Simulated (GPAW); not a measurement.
Runs of GPAW 26.7.0 on BaTiO3. Symmetry: P4mm, No. 99, tetragonal system. The conventional cell has a = 4.000 Å, b = 4.000 Å, c = 4.018 Å, α = 90.00°, β = 90.00°, γ = 90.00°. Around Ba (site symmetry 4mm) lie 12 O at 2.79 to 2.88 Å. Ti (site symmetry 4mm) has 6 O at 1.89 to 2.13 Å as nearest neighbours. O (site symmetry 2mm) is surrounded by 2 Ti at 2.00 Å. Around O (site symmetry 4mm) lie 2 Ti at 1.89 to 2.13 Å. 

```csv
task,level,potentials or basis,cell,k mesh,cutoff (eV),smearing,maxiter,optimizer,fmax,max steps,response ecut,mesh quality,gap on the mesh (eV),pressure (GPa),relaxed volume (Å³/atom),largest force (eV/Å)
relaxation of cell and atoms,RPBE+D3(BJ),"the program's PAW data sets (release 1.2.1) made for this functional, pw",relaxed,4 × 4 × 4,800,fermi-dirac 0.05 eV,150,BFGS,0.02 eV/Å,60,-,coarse,2.00,0.0,11.62,0.01
dielectric tensor,LDA,"the program's PAW data sets (release 1.2.1) made for this functional, pw",as given,6 × 6 × 6,650,fermi-dirac 0.001 eV,150,-,-,-,80 eV,not flagged,1.72,-,-,-
dielectric tensor,RPBE,"the program's PAW data sets (release 1.2.1) made for this functional, pw",as given,6 × 6 × 6,650,fermi-dirac 0.001 eV,150,-,-,-,80 eV,not flagged,1.85,-,-,-
dielectric tensor,PBEsol,"PAW data sets generated in the run's folder for this functional, pw",as given,6 × 6 × 6,650,fermi-dirac 0.001 eV,150,-,-,-,80 eV,not flagged,1.76,-,-,-
dielectric tensor,AM05,"PAW data sets generated in the run's folder for this functional, pw",as given,6 × 6 × 6,650,fermi-dirac 0.001 eV,150,-,-,-,80 eV,not flagged,1.76,-,-,-
relaxation of cell and atoms,TPSS,"GPAW PAW data sets (gpaw-data 1.2.1), pw",relaxed,4 × 4 × 4,800,fermi-dirac 0.05 eV,150,BFGS,0.05 eV/Å,60,-,coarse,(c),-0.1,13.05,0.04
relaxation of cell and atoms,SCAN+D3(BJ),"GPAW PAW data sets (gpaw-data 1.2.1), pw",relaxed,4 × 4 × 4,800,fermi-dirac 0.05 eV,150,BFGS,0.05 eV/Å,40,-,coarse,2.24,0.0,(a),-
single point,LDA,"the program's PAW data sets (release 1.2.1) made for this functional, pw",as given,6 × 6 × 6,650,fermi-dirac 0.05 eV,120,-,-,-,-,not flagged,1.72,-9.4,-,(b)
```

Alike in all rows: no spin polarisation.

Fill in the values left out.

(a) 12.93; (b) 0.39; (c) 1.89.

Caveats: spin-orbit coupling is left out, which moves the levels of the heavy elements; the long-wavelength limit can be off by several per cent where d states take part (some runs); an odd mesh through Γ misses points on the zone boundary, where band edges often lie (some runs); later steps reuse the first step's grids (some runs); the PAW data sets were made with another functional, which shifts forces and pressure a little (some runs); the forces don't sum to zero, a sign of grid noise (some runs); the cutoff is short for stress and forces, so pressures can be off by a GPa or more (some runs).

A k mesh can miss the band edges, and the runs leave out spin-orbit coupling on Ba.

Runs at the PBE level aren't shown here.
